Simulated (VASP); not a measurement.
Crystal: SiMo3.

```xyz
4
Lattice="-2.7252 2.7252 2.5771 2.7252 -2.7252 2.5771 2.7252 2.7252 -2.5771" Properties=species:S:1:pos:R:3 pbc="T T T"
Si    0.0000    0.0000    2.5771
Mo    0.0000    2.7252    0.0000
Mo    2.7252    0.0000    0.0000
Mo    0.0000    0.0000    0.0000
```

The cell was built by a generator and needn't be a form met in nature.

| Property | Result |
| --- | --- |
| Program | VASP 6.6.1 |
| Task | relaxation of cell and atoms |
| Functional | PBE |
| Potentials or basis | VASP PAW PBE potentials, release 64 (Si, Mo_sv) |
| Cutoff | 520 eV |
| k mesh | 6 × 6 × 6 |
| Occupations | gaussian, width 0.15 eV |
| Spin | no spin polarisation |

At the start: pressure -13.9 GPa; volume 19.14 Å³/atom.

**Question.** Where does the relaxation end?

**Answer.** Over 9 steps the energy falls by 116.5 meV/atom and the volume is 17.16 Å³/atom (-10.4 %); space group Im-3m (No. 229, to 0.05 Å).

Step by step:
| step | energy change (eV) | largest force (eV/Å) | pressure (GPa) | volume (Å³) |
| --- | --- | --- | --- | --- |
| 1 | 0.0000 | 0.0000 | -13.90 | 76.56 |
| 2 | 0.3425 | 0.0000 | 32.07 | 59.55 |
| 3 | -0.4275 | 0.0000 | 0.34 | 68.60 |
| 4 | -0.4281 | 0.0000 | 0.69 | 68.34 |
| 5 | -0.4275 | 0.0000 | 1.38 | 68.06 |
| 6 | -0.4619 | 0.0000 | 1.29 | 68.16 |
| 7 | -0.4640 | 0.0000 | 1.29 | 68.15 |
| 8 | -0.4629 | 0.0000 | -1.25 | 69.32 |
| 9 | -0.4661 | 0.0000 | -0.07 | 68.63 |

Final structure:
```yaml
crystal:
  lattice:
    - [-2.57927, 2.57927, 2.57905]
    - [2.57927, -2.57927, 2.57905]
    - [2.57927, 2.57927, -2.57905]
  atoms:
    - { symbol: Si, position: [0.50000, 0.50000, 0.00000] }
    - { symbol: Mo, position: [0.50000, 0.00000, 0.50000] }
    - { symbol: Mo, position: [0.00000, 0.50000, 0.50000] }
    - { symbol: Mo, position: [0.00000, 0.00000, 0.00000] }
```
